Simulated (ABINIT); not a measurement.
# A GW chain in ABINIT: MgO (Fm-3m), part 3 of 3

Aim: the G0W0 gap of MgO (Fm-3m) on LDA, step by step.

ABINIT 10.8.3; LDA and many-body steps on it, plane waves. Known limits of the many-body steps: not at the basis limit.

So far. Step 4 (Empty states on the mesh, 6×6×6 mesh, 484 bands): On this mesh the gap is 4.817 eV. Step 5 (Screening, 6×6×6 mesh, 476 bands, screening to 598.7 eV): Local fields lower ε∞ by 7 %.

## 6. Self-energy, 6×6×6 mesh, 476 bands, screening to 598.7 eV

The self-energy is evaluated for the states that the input lists, and the levels follow from it, in one-shot runs by the linearised quasiparticle equation.

This step: G0W0 on LDA, plane waves, norm-conserving pseudopotentials.

File run.abi:

```
acell 3*1.0 Angstrom
rprim 
  -0.000000000000 2.097001392700 2.097001392700
  2.097001392700 -0.000000000000 2.097001392700
  2.097001392700 2.097001392700 -0.000000000000
ntypat 2
znucl 12 8
natom 2
typat 1 2
xred 
  0.000000000000 0.000000000000 0.000000000000
  0.500000000000 0.500000000000 0.500000000000
pp_dirpath "pseudos"
pseudos "Mg.upf, O.upf"
ecut 38
ngkpt 6 6 6
nshiftk 1
shiftk 0 0 0
kptopt 1
chksymbreak 0
istwfk *1
occopt 1
irdwfk 1
optdriver 4
nband 476
gwcalctyp 0
ecutsigx 38
symsigma 1
nkptgw 3
kptgw 
  0.0000000000 0.0000000000 0.0000000000
  0.5000000000 0.0000000000 0.0000000000
  0.5000000000 0.5000000000 0.0000000000
bdgw 
  6 12
  7 10
  7 10
ecuteps 22
irdscr 1
ppmodel 1
indata_prefix "in"
outdata_prefix "out"
tmpdata_prefix "tmp"
```

Started as:

```bash
> OMP_NUM_THREADS=1 mpirun -n 4 abinit run.abi > log
```

Numbers of over 12 decimals in the logs are rounded to 6 here.

Log:

```text
.Version 10.8.3 of ABINIT. v10.8.2 released Aug 2026.

 Symmetries : space group Fm -3 m (#225); Bravais cF (face-center cubic)
[... echo of the input left out ...]
== DATASET  1 ==================================================================
-   mpi_nproc: 4, omp_nthreads: 1 (-1 if OMP is not activated)

--- !DatasetInfo
iteration_state: {dtset: 1, }
dimensions: {natom: 2, nkpt: 16, mband: 476, nsppol: 1, nspinor: 1, nspden: 1, mpw: 1411, }
cutoff_energies: {ecut:  38.0, pawecutdg:  -1.0, }
electrons: {nelect:   1.60000000E+01, charge:   0.00000000E+00, occopt:   1.00000000E+00, tsmear:   1.00000000E-02, }

 SIGMA: Calculation of the GW corrections

 Based on a program developped by R.W. Godby, V. Olevano, G. Onida, and L. Reining.
 Incorporated in ABINIT by V. Olevano, G.-M. Rignanese, and M. Torrent.
.Using double precision arithmetic ; gwpc =  8

[... cell and pseudopotentials left out ...]
--------------------------------------------------------------------------------

 ==== K-mesh for the wavefunctions ====
 Number of points in the irreducible wedge :    16
[... list of points left out ...]
 Together with 48 symmetry operations and time-reversal symmetry
 yields   216 points in the full Brillouin Zone.

 ==== Q-mesh for screening function ====
 Number of points in the irreducible wedge :    16
[... list of points left out ...]
 Together with 48 symmetry operations and time-reversal symmetry
 yields   216 points in the full Brillouin Zone.

 vcoul_init : cutoff-mode = AUXILIARY_FUNCTION
 q-points for optical limit:   1
     1)      0.000010    0.000020    0.000030
 setmesh: FFT mesh size selected  =    32x   32x   32
          total number of points  =        32768

 Number of electrons calculated from density =   16.0000; Expected =   16.0000
 average of density, n =  0.128557
 r_s =    1.2291
 omega_plasma =   34.5863 [eV]

 === KS Band Gaps ===
  >>>> For spin  1
   Minimum direct gap =   4.8168 [eV], located at k-point      :   0.0000  0.0000  0.0000
   Fundamental gap    =   4.8168 [eV], Top of valence bands at :   0.0000  0.0000  0.0000
                                       Bottom of conduction at :   0.0000  0.0000  0.0000
 SIGMA fundamental parameters:
 PLASMON POLE MODEL  1
 number of plane-waves for SigmaX                 1411
 number of plane-waves for SigmaC and W            609
 number of plane-waves for wavefunctions          1411
 number of bands                                   476
 number of independent spin polarizations            1
 number of spinorial components                      1
 number of k-points in IBZ                          16
 number of q-points in IBZ                          16
 number of symmetry operations                      48
 number of k-points in BZ                          216
 number of q-points in BZ                          216
 number of frequencies for dSigma/dE                 9
 frequency step for dSigma/dE [eV]                0.25
 number of omega for Sigma on real axis              0
 max omega for Sigma on real axis  [eV]           0.00
 zcut for avoiding poles [eV]                     0.10

 EPSILON^-1 parameters (SCR file):
 dimension of the eps^-1 matrix on file            609
 dimension of the eps^-1 matrix used               609
 number of plane-waves for wavefunctions          1411
 number of bands                                   476
 number of q-points in IBZ                          16
 number of frequencies                               2
 number of real frequencies                          1
 number of imag frequencies                          1

 matrix elements of self-energy operator (all in [eV])

 Perturbative Calculation

--- !SelfEnergy_ee
iteration_state: {dtset: 1, }
kpoint     : [   0.000,    0.000,    0.000, ]
spin       : 1
KS_gap     :    4.817
QP_gap     :    7.678
Delta_QP_KS:    2.862
data: !SigmaeeData |
     Band     E0 <VxcDFT>   SigX SigC(E0)      Z dSigC/dE  Sig(E)    E-E0       E
        6   4.459 -19.927 -25.546   3.326   0.804  -0.244 -21.770  -1.843   2.616
        7   4.459 -19.927 -25.546   3.326   0.804  -0.244 -21.770  -1.843   2.616
        8   4.459 -19.927 -25.546   3.326   0.804  -0.244 -21.770  -1.843   2.616
        9   9.275 -14.141  -9.150  -3.794   0.851  -0.175 -13.123   1.019  10.294
       10  20.226 -10.299  -3.755  -4.762   0.861  -0.161  -8.765   1.534  21.760
       11  20.226 -10.299  -3.755  -4.762   0.861  -0.161  -8.765   1.534  21.760
       12  20.226 -10.299  -3.755  -4.762   0.861  -0.161  -8.765   1.534  21.760

--- !SelfEnergy_ee
iteration_state: {dtset: 1, }
kpoint     : [   0.500,    0.000,    0.000, ]
spin       : 1
KS_gap     :    8.519
QP_gap     :   11.727
Delta_QP_KS:    3.208
data: !SigmaeeData |
     Band     E0 <VxcDFT>   SigX SigC(E0)      Z dSigC/dE  Sig(E)    E-E0       E
        7   3.795 -19.193 -25.031   3.448   0.803  -0.245 -21.113  -1.920   1.876
        8   3.795 -19.193 -25.031   3.448   0.803  -0.245 -21.113  -1.920   1.876
        9  12.314 -12.107  -6.438  -4.171   0.860  -0.162 -10.818   1.289  13.603
       10  17.010 -16.939  -9.691  -5.168   0.818  -0.222 -15.236   1.702  18.712

--- !SelfEnergy_ee
iteration_state: {dtset: 1, }
kpoint     : [   0.500,    0.500,    0.000, ]
spin       : 1
KS_gap     :   10.397
QP_gap     :   13.596
Delta_QP_KS:    3.199
data: !SigmaeeData |
     Band     E0 <VxcDFT>   SigX SigC(E0)      Z dSigC/dE  Sig(E)    E-E0       E
        7   3.084 -18.670 -24.653   3.536   0.803  -0.245 -20.636  -1.966   1.118
        8   3.084 -18.670 -24.653   3.536   0.803  -0.245 -20.636  -1.966   1.118
        9  13.481  -9.564  -3.964  -4.187   0.873  -0.146  -8.330   1.233  14.715
       10  14.329 -12.840  -6.552  -4.504   0.864  -0.157 -11.298   1.542  15.871

== END DATASET(S) ==============================================================
================================================================================

 -outvars: echo values of variables after computation  --------
           etotal      0.0000000000E+00
            nband         476
             nkpt          16
          spgroup         225
 [... the other variables as echoed above ...]

 Calculation completed.
```

Run time: 9.8 min. Hardware: 4 MPI ranks of Arm Neoverse V2, shared host; peak memory 4.2 GiB.

This step gave:

```yaml
g0w0_gap_on_the_points_computed: 7.678 eV
starting_gap_on_the_mesh: 4.817 eV
k_of_the_valence_top: 0, 0, 0
k_of_the_conduction_bottom: 0, 0, 0
z_at_the_valence_top: 0.804
z_at_the_conduction_bottom: 0.851
least_direct_g0w0_gap_on_the_computed_points: 7.678 eV
```

The gap on the mesh goes from 4.82 eV to 7.68 eV, a correction of +2.86 eV.

Limits: finite bands, cutoff and mesh. v1 is the top filled band, c1 the lowest empty one. The levels before and after the correction (eV, zero at the valence-band top of each column):

```tsv
	conduction bottom	valence top
Kohn-Sham	4.82	0.00
G0W0	7.68	0.00
```

```tsv
	level	energy (eV)
Kohn-Sham	Γ v3-v1	0.000
Kohn-Sham	Γ c1	4.817
Kohn-Sham	Γ c2-c4	15.767
G0W0	Γ v3-v1	0.000
G0W0	Γ c1	7.678
G0W0	Γ c2-c4	19.144
```

## 7. Where the time went

Times are wall times on 4 MPI ranks of Arm Neoverse V2, shared host, good to a factor of about two.

```tsv
step	time	share	memory (GiB)
ground state	3.9 s	0 %	0.26
bands along the symmetry lines	3.2 s	0 %	0.26
empty states on the mesh	11 s	1 %	0.7
screening	20 min	66 %	3.6
self-energy	9.8 min	33 %	4.2
```

## 8. What came out

```json
{
  "LDA gap": "4.82 eV, direct",
  "G0W0 gap on the mesh": "7.68 eV",
  "GW settings": "6×6×6 mesh, 476 bands, screening to 598.7 eV, Godby-Needs plasmon pole",
  "known limits": "not at the basis limit"
}
```

In words: G0W0 moves the gap on the mesh from 4.82 eV to 7.68 eV (+2.86 eV), with Z of 0.80 and 0.85 at the edges. Local fields lower the RPA ε∞ on this mesh from 3.31 to 3.08. Only 3 of the mesh's irreducible points were corrected, so a valley elsewhere could overtake. The dearest step here is «screening». Against experiment, by G0W0@LDA: the gap of 7.68 eV lies −0.15 eV from the measured 7.83 eV (kind not stated, quoted 2009). The calculation has static nuclei and no excitons; a measured gap holds zero-point and thermal motion, which mostly lowers it. Bands and cutoff are finite, so the gap is not at the basis limit. The miss can reach some tenths of an eV and take either sign; the mesh is an error of its own. In the G0W0 run levels were corrected at 3 k points alone, so a gap called «on the mesh» is the least over those, and an edge elsewhere would be missed.

[Paths, hosts, dates, memory and timing lines, banners, echoed tables and standing remarks are left out of the program output.]

[Logs are printed without paths, hosts, clocks, repeated set-up lines and the standing remarks that a program may print on its own settings, such as how far it seeks lower states.]

[Runs of the session that timed out or met a known fault of the program may be left out.]

[Hosts, paths, dates, database ids (printed as entryN), source tags and the programs' standing remarks are cut or masked in the printed files.]

[G0W0 gaps are taken among the corrected bands and points alone; a level outside them can change the order at an edge.]

[Where Ansatz stands beside ABINIT at settings called matched, ABINIT's density can come from a denser mesh and the files from another edition; pairs whose starting gaps differed by over 0.03 eV were left out, so agreement reads better than it is.]
